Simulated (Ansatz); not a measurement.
Wanted: the native input for an Ansatz 0.2.0 run.

```
Task                : relaxation of cell and atoms
Functional          : LDA
Potentials or basis : all-electron LAPW, scalar-relativistic
Basis error allowed : 0.001 eV/atom
k mesh              : 7 × 7 × 7
Occupations         : gaussian, width 0.01 eV
Spin                : no spin polarisation
```

TePb:

```
Pb Te
1.0
     0.00000    3.23100    3.23100
     3.23100    0.00000    3.23100
     3.23100    3.23100    0.00000
Pb Te
1 1
Direct
  0.00000 0.00000 0.00000
  0.50000 0.50000 0.50000
```

The input as run:

input.yaml

```yaml
crystal:
  lattice:
    - [0.0, 3.231, 3.231]
    - [3.231, 0.0, 3.231]
    - [3.231, 3.231, 0.0]
  atoms:
    - { symbol: Pb, position: [0.0, 0.0, 0.0] }
    - { symbol: Te, position: [0.5, 0.5, 0.5] }
kpoints:
  mp_grid: { grid: [7, 7, 7] }
scf:
  occupations: { method: gaussian, width: 0.01 }
hamiltonian:
  xc: lda
  pseudopotentials: { kind: all_electron, lapw: { basis_error: 0.001 } }
output:
  forces: true
  stress: true
relax:
  f_tol: 0.01
  max_steps: 60
  cell: {}
```

Potentials or basis: all-electron LAPW, scalar-relativistic.

Command:

```bash
$ ansatz run input.yaml --threads 1 --pin off --max-ram 3072MiB --backend cpu --events-out ev --progress --plain --runs-dir out
```

It gave:

```json
{
  "Relaxed volume": "32.49 Å³/atom",
  "Relaxed cell": "a = 4.512 Å, b = 4.512 Å, c = 4.512 Å, α = 60.00°, β = 60.00°, γ = 60.00°",
  "Space group after relaxing (to 0.05 Å)": "Fm-3m (No. 225)",
  "Energy gained by relaxing": "7.1 meV/atom",
  "Ionic steps": "4",
  "Pressure after relaxing": "0.0 GPa"
}
```

Run time: 16 s on 1 thread of Intel(R) Xeon(R) Platinum 8375C CPU @ 2.90GHz (Ice Lake), with other jobs on the host, peak memory 0.36 GiB.
